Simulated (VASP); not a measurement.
A run of VASP 6.6.1 is set up as follows.

Contents of INCAR:

```
ALGO = Fast
EDIFF = 1E-6
EDIFFG = -0.01
ENCUT = 600
GGA = PE
IBRION = 2
ISIF = 4
ISMEAR = 0
LASPH = True
LCHARG = False
LREAL = False
LWAVE = False
NELM = 60
NSW = 50
PREC = Accurate
SIGMA = 0.02
```

Contents of KPOINTS:

```
k-points
0
Gamma
  6 6 8
```

The input POSCAR:

```
SnO2
1.0
    4.8752188745      0.0000000000      0.0000000000
    0.0000000000      4.8752188745      0.0000000000
    0.0000000000      0.0000000000      3.2701314218
Sn O
2 4
Direct
    0.0000000000      0.0000000000      0.0000000000
    0.5000000000      0.5000000000      0.5000000000
    0.3065442699      0.3065442699      0.0000000000
    0.1934557301      0.8065442699      0.5000000000
    0.6934557301      0.6934557301      0.0000000000
    0.8065442699      0.1934557301      0.5000000000
```

Potentials or basis: VASP PAW PBE potentials, release 64 (Sn_d, O).

Run with:

```console
$ cat potpaw_PBE.64/Sn_d/POTCAR potpaw_PBE.64/O/POTCAR > POTCAR
$ mpirun -np 1 vasp_std > vasp.out
```

Question: Estimate the band gap on the k mesh.

Answer: 0.40 eV, direct.

Final structure:
```yaml
crystal:
  lattice:
    - [4.88600, 0.00000, 0.00000]
    - [0.00000, 4.88600, 0.00000]
    - [0.00000, 0.00000, 3.25571]
  atoms:
    - { symbol: Sn, position: [0.00000, 0.00000, 0.00000] }
    - { symbol: Sn, position: [0.50000, 0.50000, 0.50000] }
    - { symbol: O, position: [0.30723, 0.30723, 0.00000] }
    - { symbol: O, position: [0.19277, 0.80723, 0.50000] }
    - { symbol: O, position: [0.69277, 0.69277, 0.00000] }
    - { symbol: O, position: [0.80723, 0.19277, 0.50000] }
```

Caveat: spin-orbit coupling is left out, which moves the levels of the heavy elements. PBE gaps usually lie below the measured ones, often by a third to a half.
